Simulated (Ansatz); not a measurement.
HfO2:

```
Hf O
1.0
     5.08032    0.00000    0.00000
     0.00000    5.16487    0.00000
     0.00000    0.00000    4.89088
Hf O
4 8
Direct
  0.22259 0.78180 0.27207
  0.72259 0.71820 0.72793
  0.77741 0.21820 0.27207
  0.27741 0.28180 0.72793
  0.18682 0.16365 0.10453
  0.68682 0.33635 0.89547
  0.81318 0.83635 0.10453
  0.31318 0.66365 0.89547
  0.00000 0.50000 0.48905
  0.50000 0.00000 0.51095
  0.00000 0.00000 0.57562
  0.50000 0.50000 0.42438
```

The cell comes from a database or a generator and needn't be the stable form of this composition.

Base run:

| Quantity | Value |
| --- | --- |
| Program | Ansatz 0.2.0 |
| Functional | PBE |
| Potentials or basis | Ansatz PAW |
| Cutoff | 420 eV (not typed: the program's choice for these potentials) |
| k mesh | 5 × 5 × 6 |
| Occupations | fermi-dirac, width 0.05 eV |
| Spin | no spin polarisation |

Its results: band gap on the k mesh 3.86 eV, direct; pressure 9.9 GPa; largest force 0.184 eV/Å.

Question: The run is repeated on the same cell with these changes: functional from PBE to r2SCAN; cutoff from 420 eV (not typed: the program's choice for these potentials) to 500 eV (not typed: the program's choice for these potentials). What comes out?

Answer: Band gap on the k mesh 4.38 eV, direct; pressure 4.0 GPa; largest force 0.096 eV/Å.

r2SCAN gives the wider gap, since meta-GGAs in the generalised Kohn-Sham scheme recover part of the derivative discontinuity.

Caveats: spin-orbit coupling is left out, which moves the levels of the heavy elements; the PAW data sets come from PBE, with cores solved anew for the run's functional, which leaves a small shift of forces and pressure (some runs).
